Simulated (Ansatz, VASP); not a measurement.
## Two plane-wave programs on WC (Qusongite)

The input INCAR:

```
SYSTEM = WC
  PREC = Accurate
  ENCUT = 520
  EDIFF = 1E-7
  ISMEAR = 0
  SIGMA = 0.027000000000000003
  LREAL = .False.
  LASPH = .True.
  NELM = 100
  ALGO = Normal
  ISIF = 2
  LWAVE = .False.
  LCHARG = .True.
  GGA = PE
  LELF = .True.
  LVHAR = .True.
  NBANDS = 16
```

KPOINTS

```
Automatic mesh
0
Gamma
  10 10 9
  0 0 0
```

The input POSCAR:

```
WC
1.0
    2.9065000000      0.0000000000      0.0000000000
   -1.4532500000      2.5171028361      0.0000000000
    0.0000000000      0.0000000000      2.8366000000
W C
1 1
Direct
    0.0000000000      0.0000000000      0.0000000000
    0.6666666667      0.3333333333      0.5000000000
```

input.yaml

```yaml
crystal:
  lattice:
    - [2.9065, 0.0, 0.0]
    - [-1.45325, 2.5171028361, 0.0]
    - [0.0, 0.0, 2.8366]
  atoms:
    - { symbol: W, position: [0.0, 0.0, 0.0] }
    - { symbol: C, position: [0.6666666667, 0.3333333333, 0.5] }
hamiltonian:
  xc: pbe
  pseudopotentials: { kind: paw }
kpoints:
  mp_grid: { grid: [10, 10, 9] }
scf:
  occupations: { method: gaussian, width: 0.027 }
output:
  forces: true
  stress: true
  eigenvalues: true
```

Alike in both runs: task single point; functional PBE; k mesh 10 × 10 × 9; occupations gaussian, width 0.027 eV; no spin polarisation.

|  | VASP | Ansatz |
| --- | --- | --- |
| version | VASP 6.6.1 | Ansatz 0.2.0 |
| potentials or method | VASP PAW PBE potentials, release 64 (W_sv, C) | Ansatz PAW |
| plane-wave cutoff (eV) | 520 | 420 |
| valence electrons in the cell | 18 | 18 |

Ansatz gave:

* gap on the k mesh at the Fermi level (eV): none
* pressure (GPa): 5.6
* largest component of the traceless stress (GPa): 0.62

**Question.** Which values does VASP return?

**Answer.** gap on the k mesh at the Fermi level (eV): none; pressure (GPa): 6.7; largest component of the traceless stress (GPa): 0.44.

A gap of «none» marks a metal or a gap that the smearing closes.

Caveats: the pressure holds a Pulay correction of +0.3 GPa for the finite cutoff (Ansatz). Spin-orbit coupling is left out, which matters for the levels of W.
